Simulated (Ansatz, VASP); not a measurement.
This is a calculation of I for VASP 6.6.1.

INCAR

```
PREC = Accurate
ENCUT = 520
EDIFF = 1E-7
ISMEAR = -1
SIGMA = 0.05
LREAL = False
LASPH = True
NELM = 80
ALGO = Normal
ISIF = 2
LWAVE = False
LCHARG = False
GGA = PE
NBANDS = 10
```

Contents of KPOINTS:

```
regular mesh
0
Gamma
  11 11 11
```

The input POSCAR:

```
I
1.0
   -1.6491788773      1.6491788773      4.3484529220
    1.6491788773     -1.6491788773      4.3484529220
    1.6491788773      1.6491788773     -4.3484529220
I
1
Direct
    0.0000000000      0.0000000000      0.0000000000
```

Potentials or basis: VASP PAW PBE potentials, release 64 (I).

Launch:

```console
$ cat potpaw_PBE.64/I/POTCAR > POTCAR
$ mpirun -np 1 vasp_std > vasp.out
```

Problem. Set up the same calculation for Ansatz 0.2.0. Potentials there: Ansatz PAW.

Solution. As run (the cutoff follows the program's own potentials):

Contents of input.yaml:

```yaml
crystal:
  lattice:
    - [-1.6491788773, 1.6491788773, 4.348452922]
    - [1.6491788773, -1.6491788773, 4.348452922]
    - [1.6491788773, 1.6491788773, -4.348452922]
  atoms:
    - { symbol: I, position: [0.0, 0.0, 0.0] }
hamiltonian:
  xc: pbe
  pseudopotentials: { kind: paw }
kpoints:
  mp_grid: { grid: [11, 11, 11] }
scf:
  occupations: { method: fermi_dirac, width: 0.05 }
output:
  forces: true
  stress: true
  eigenvalues: true
```

Potentials or basis: Ansatz PAW.

Run with:

```sh
$ ansatz run input.yaml --threads 1 --pin off --max-ram 3584MiB --backend cpu --events-out ev --progress --plain --runs-dir out
```

Both were run:

|  | VASP | Ansatz | Ansatz less VASP |
| --- | --- | --- | --- |
| gap on the k mesh at the Fermi level (eV) | none | none | - |
| pressure (GPa) | -1.0 | -1.0 | +0.02 |
| largest component of the traceless stress (GPa) | 1.14 | 1.11 | -0.026 |

A gap of «none» marks a metal or a gap that the smearing closes. The two sets of potentials don't hold the same shells in valence.

Caveats: an odd number of electrons without spin polarisation forces a metal; a magnetic or distorted state may lie lower. The runs have no spin-orbit coupling, so splittings on I are missing.
